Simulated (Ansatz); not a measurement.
**In: a tetragonal deformation path**

The task here is to estimate one member of a computed series from the others.

Computed with Ansatz 0.2.0 (DFT PBE, scalar-relativistic, plane waves, PAW, unless a step's input says otherwise).

**The starting structure**

Symmetry: I4/mmm, No. 139, tetragonal system. The conventional cell has a = 3.252 Å, b = 3.252 Å, c = 4.948 Å, α = 90.00°, β = 90.00°, γ = 90.00°. In (site symmetry 4/mmm) has 12 In at 3.25 to 3.38 Å in its first shell of neighbours.

Coordinates:

```
In
1.0
    -1.62615    1.62615    2.47395
     1.62615   -1.62615    2.47395
     1.62615    1.62615   -2.47395
In
1
Cartesian
  0.0000 0.0000 0.0000
```

No relaxation comes first: the listed cell is the starting point.

The first run:

Contents of input.yaml:

```yaml
crystal:
  lattice:
    - [-1.62615, 1.62615, 2.47395]
    - [1.62615, -1.62615, 2.47395]
    - [1.62615, 1.62615, -2.47395]
  atoms:
    - { symbol: In, position: [0.0, 0.0, 0.0] }
basis:
  ecutwfc: 420
kpoints:
  mp_grid: { grid: [22, 22, 22] }
hamiltonian:
  xc: pbe
scf:
  occupations: { method: gaussian, width: 0.15 }
output:
  forces: true
  stress: true
  eigenvalues: true
```

Run with:

```
ansatz run input.yaml --threads 1 --pin off --max-ram 2560MiB --backend cpu --events-out ev --progress --plain --runs-dir out
```

Among the steps run: The reference: the undisturbed cell on the scan's mesh; Point ρ = 0.850; At ρ = 1.200; ρ = 0.920; At ρ = 1.100; Point ρ = 0.960; ρ = 1.050; At ρ = 0.800; At ρ = 1.300.

One table of the session follows, with a row left open; its other results are not shown here.

| ρ | ΔE (meV/atom) | pressure (GPa) |
| --- | --- | --- |
| 0.800 | 6.3 | 2.0 |
| 0.850 | 1.4 | 2.0 |
| 0.920 | 1.2 | 2.0 |
| 0.960 | 0.5 | 2.0 |
| 1.000 | 0.0 | 2.0 |
| 1.050 | 2.0 | 2.0 |
| 1.100 | ? | ? |
| 1.200 | 31.1 | 2.6 |
| 1.300 | 75.0 | 3.5 |

Q: Estimate the row for ρ = 1.100 from the others.

Worked estimate for «ΔE (meV/atom)». A straight line through the neighbours (1.050, 2.0) and (1.200, 31.1) gives 2.0 + (31.1 − 2.0) × (1.100 − 1.050) / (1.200 − 1.050) = 11.7; a parabola fitted to 4 rows on both sides gives 6.8.

**Answer.** ΔE (meV/atom): 7.2; pressure (GPa): 2.1. In «ΔE (meV/atom)» the line misses by +4.5 and the parabola by -0.4.
